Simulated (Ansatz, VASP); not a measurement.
# Te2Mo in VASP and in Ansatz

```
CELL_PARAMETERS angstrom
3.49516 0.00000 0.00000
-1.74758 3.02690 0.00000
0.00000 0.00000 7.62428
ATOMIC_POSITIONS crystal
Te 0.33333 0.66667 0.76142
Te 0.33333 0.66667 0.23858
Mo 0.00000 0.00000 0.00000
```

Alike in both runs: functional PBE; dispersion D3(BJ); k mesh 9 × 9 × 4; occupations gaussian, width 0.02 eV; no spin polarisation.

Ansatz relaxed the structure, and its values are those at the end. VASP's run is a single point on that final structure, the one shown.

|  | VASP | Ansatz |
| --- | --- | --- |
| version | VASP 6.6.1 | Ansatz 0.2.0 |
| potentials or method | VASP PAW PBE potentials, release 64 (Te, Mo_sv) | scalar-relativistic, plane waves, PAW |
| plane-wave cutoff (eV) | 520 | 420 |
| valence electrons in the cell | 26 | 46 |

VASP gave:

| Property | Result |
| --- | --- |
| gap on the k mesh at the Fermi level (eV) | 0.97 |
| least direct gap on the mesh (eV) | 1.18 |
| pressure (GPa) | 0.0 |
| rms of the force components (eV/Å) | 0.006 |

**Question.** What did Ansatz give for the same quantities?

**Answer.** gap on the k mesh at the Fermi level (eV): 0.97; least direct gap on the mesh (eV): 1.18; pressure (GPa): 0.0; rms of the force components (eV/Å): 0.000.

The two sets of potentials don't hold the same shells in valence. Ansatz warned: «relaxed_geometry_near_dispersion_switch».

Caveats: spin-orbit coupling is left out, which moves the levels of the heavy elements; an odd mesh through Γ misses points on the zone boundary, where band edges often lie. PBE gaps usually lie below the measured ones, often by a third to a half.
